Q: I have energy levels for tantalum at several points of its Brillouin zone, but the row I want is the centre, Γ, where all three coordinates are zero. Can you work it out from the others?

Quantum ESPRESSO 7.5, PBE with an ultrasoft pseudopotential (SSSP 1.3 efficiency), no spin polarisation or spin-orbit coupling, for a one-atom tantalum cell strained at fixed volume. The k mesh is 11x11x11, the plane-wave cutoff 748.313 eV and the Fermi-Dirac smearing 0.05 eV. Levels are numbered down and up from the Fermi energy, which is the zero.

```csv
point a (reciprocal cell vector),point b (reciprocal cell vector),point c (reciprocal cell vector),level under 4 (eV),level under 3 (eV),level under 2 (eV),level under 1 (eV),level over 1 (eV),level over 2 (eV)
0.0000,0.0000,0.0000,?,?,?,?,?,?
0.0909,0.0909,0.0000,-33.12,-33.00,-6.91,-0.088,0.140,2.130
0.1818,0.0909,-0.2727,-33.15,-5.60,-0.16,-0.035,2.654,3.171
0.2727,0.3636,0.0909,-33.21,-2.39,-1.30,-0.763,4.921,5.049
0.3636,0.0909,-0.2727,-33.44,-33.23,-3.98,-0.890,0.013,2.259
0.3636,0.4545,0.4545,-33.83,-33.56,-2.97,-2.702,1.244,4.028
0.4545,-0.4545,-0.4545,-33.85,-33.79,-3.69,-3.664,5.621,5.919
```

A: I can try, because the other points constrain it in part. First, a warning about the columns: they count levels down and up from the Fermi energy, which is the zero of the scale. They don't follow one band from row to row.

Q: Is that why "level under 3" jumps from about -33 eV to -5.60 eV between points 2 and 3?

A: Yes. The levels near -33 eV belong to the 5p shell, which sits deep and hardly takes part in bonding. Point 2 has two valence levels below zero, so the third one down is already 5p. Point 3 has three, so its third is still a valence level. The first thing to settle at Γ is therefore how many valence levels lie below zero.

Q: What decides that?

A: The phases between neighbouring atoms. Tantalum is body-centred cubic, here slightly distorted, and each atom has eight nearest neighbours along the body diagonals of the cube. At Γ the electron wave has the same phase on every atom. For the round s orbital this makes every contact bonding, so the s-like level reaches its lowest energy there.

The five d orbitals fall into two groups. Three of them, xy, yz and zx, can meet their neighbours head-on along the diagonals. The other two, $x^2-y^2$ and $3z^2-r^2$, never meet these neighbours head-on, but mainly sideways. With equal phases the head-on contacts bond and these sideways contacts antibond, so at Γ the triplet should lie below the pair.

Q: Is there any sign of this in the table?

A: Look at point 7, which lies close to a corner of the zone called H. There the eight nearest neighbours have nearly opposite phase, so the order should be reversed, with the pair low and the triplet high. The table has two levels almost together, at -3.69 and -3.66 eV, and the next ones only at 5.62 and 5.92 eV. The spacing fits the picture, although the names of the orbitals come from band theory and not from the table.

Q: So let's start with the s-like level. How far down does it go?

A: Near the bottom of a band the energy rises with the square of the wave vector, because the phase difference between neighbours grows in proportion to the wave vector and the loss of bonding with its square. I need that square for two points. If the coordinates are $p_a$, $p_b$ and $p_c$ and the cell is treated as cubic, the components along the cube axes are $p_b+p_c$, $p_a+p_c$ and $p_a+p_b$.

Counted in elevenths, point 2 has components 1, 1 and 2, whose squares add up to 6. Point 3 has -2, -1 and 3, whose squares add up to 14. The lowest valence level rises from -6.91 to -5.60 eV between them. Going back from 6 to zero gives

$$E_\Gamma=-6.91-6\times\frac{-5.60+6.91}{14-6}=-7.89\ \text{eV}.$$

Q: Two points always lie on such a curve. How far do you trust it?

A: To about 0.3 eV. The curve has no test of its own, and mixing between s and d orbitals can bend the real band. As a second opinion I used the cosine form of a band with nearest-neighbour hopping, fitted by least squares to points 2, 3 and 5. It gives -7.81 eV. I keep the parabola, since it rests on the two points nearest to Γ.

Q: And the d triplet? At point 2 there are levels at -0.088 and 0.140 eV, on either side of zero. That looks like a coin toss.

A: It would be, if the levels stayed put on the way to Γ. In a perfect cubic crystal the three members must meet at Γ, and away from it they separate. One combination loses much of its head-on bonding as the phases shift, so it climbs. The other two lose less of that bonding. They gain more than they lose, because sideways contacts that antibond at Γ are relieved, so they dip.

The two levels around zero at point 2 are, on this reading, the dipping members. Their meeting point at Γ must then lie higher than their average.

Q: By how much?

A: I used a simple model with d orbitals only. The hopping strengths for head-on, sideways and face-to-face contacts stand in the ratio -6 : 4 : -1 and fall with the fifth power of distance. Nearest and second-nearest neighbours are included, in a perfect cubic crystal, and mixing between the triplet and the pair is left out. One energy scale remains, and I set it by treating point 7 as if it were H itself, so that the model's distance between pair and triplet at H equals the distance between the lower and upper levels of that point. This assumes that both upper levels belong to the triplet, which the table can't confirm.

The model puts the two dipping members at point 2 on average 0.31 eV below the triplet at Γ. The two levels in the table average 0.03 eV, which places the triplet at about 0.33 eV, above the Fermi energy.

Q: Does the model get anything right that you didn't feed into it?

A: One known level is a fair test, and the model does poorly on it. It puts the climbing member at point 2 about 0.74 eV below 2.130 eV, the next computed level above the dipping two. If that level belongs to the upper pair instead, the climbing member lies higher still and the miss is larger. The s-like level further down, which the model leaves out, mixes with the climbing member and pushes it up, but nothing here shows that this covers the whole miss. A starting level at Γ that is too low would add to it, and so could the fixed ratio of the hopping strengths. The dipping members should feel less of the push from the s-like level, but the failure is a reason for a wide range.

There is also a longer route. If I start from the low pair near H and let the same model carry me all the way to Γ, the triplet comes out at 0.89 eV. I prefer the short step from point 2, because an error in the model then has less room to grow.

Q: Then give me the whole row.

A: I expect one valence level below zero, the s-like one, and these values:

- Level under 4, level under 3 and level under 2: each $-33.06\pm0.2$ eV. These are the 5p levels, and the value is the mean of the two that point 2 shows.
- Level under 1: $-7.9\pm0.3$ eV.
- Level over 1 and level over 2: each $0.33\pm0.3$ eV. They are two members of the d triplet, nearly equal, though the distortion of the cell may part them by one or two tenths of an eV.

The main danger is the count. If one member of the triplet slips below zero, the columns shift by one place and several of these forecasts fail together.

Q: Here is the computed row.

The withheld rows as computed:

```csv
point a (reciprocal cell vector),point b (reciprocal cell vector),point c (reciprocal cell vector),level under 4 (eV),level under 3 (eV),level under 2 (eV),level under 1 (eV),level over 1 (eV),level over 2 (eV)
0.0000,0.0000,0.0000,-33.12,-33.05,-32.97,-7.906,0.374,0.617
```

A: The count holds: one valence level lies below the Fermi energy, and the next two lie above it. The s-like level is at -7.91 eV, within about 0.01 eV of the parabola, while the cosine form is 0.10 eV too high. I wouldn't narrow my range because of this. Agreement at one point doesn't show that two points suffice in general.

Q: The d levels look less tidy.

A: They are. The lower one, at 0.37 eV, is 0.04 eV above the forecast. The upper one, at 0.62 eV, is 0.28 eV above it and only just inside the range. They are also 0.24 eV apart, slightly more than I allowed for.

Q: Why are they apart at all, if they should meet at Γ?

A: Because the crystal isn't exactly cubic. Away from Γ, the direction of the wave vector can separate the three orbitals even in a perfect cube. At Γ there is no such direction, and this calculation leaves out spin-orbit coupling, which could also split them. If the two levels belong to the triplet, as the band picture says, their separation measures the distortion of the cell. The 5p levels tell the same story on a smaller scale: they would also coincide in a cubic crystal, but spread from -33.12 to -32.97 eV, all within the forecast range.

Q: So the distortion explains your miss?

A: It explains the separation, but I doubt that it explains the whole miss. A small distortion at fixed volume moves some members of a triplet up and others down, and to first order leaves their average in place. Here two members lie above my 0.33 eV, and the third must lie at least as high as the second. The average is then at least $(0.37+0.62+0.62)/3=0.54$ eV, so the triplet as a whole sits higher than I said.

The step from point 2 up to Γ was therefore probably too short. I calculated it for a cubic crystal and without mixing between the triplet and the upper d pair, which would deepen the dip. The distortion may also have shifted the two levels I started from. I can't tell from these rows which omission matters more.

Q: Was the short route at least better than the long one from H?

A: For the lower level, clearly: it misses by 0.04 eV, against 0.51 eV for the long route. For the upper level the two are about equally far off, one too low and the other too high. The row supports my preference only in part.

Q: At Γ there is now an empty stretch of more than 8 eV around the Fermi energy. Would a colleague be right to call that a band gap?

A: No. It is the distance between two levels at a single point of the zone. Γ has one valence level below zero, point 2 has two and point 3 has three, so bands must cross the Fermi energy between these points, and the material is a metal. In an insulator the number of filled levels is the same across the whole zone.

Q: And may I lay these numbers over a measured spectrum?

A: Not for the 5p levels. In real tantalum spin-orbit coupling splits that shell by very roughly 10 eV, so a single narrow group near -33 eV appears only because that coupling is left out. It also moves and splits the d levels by tenths of an eV, as much as the distances from zero discussed here. The s-like level at Γ is a safer guide, since an s orbital has no orbital moment for the spin to couple to. Even there, a Kohn-Sham level only approximates the energy needed to remove an electron.
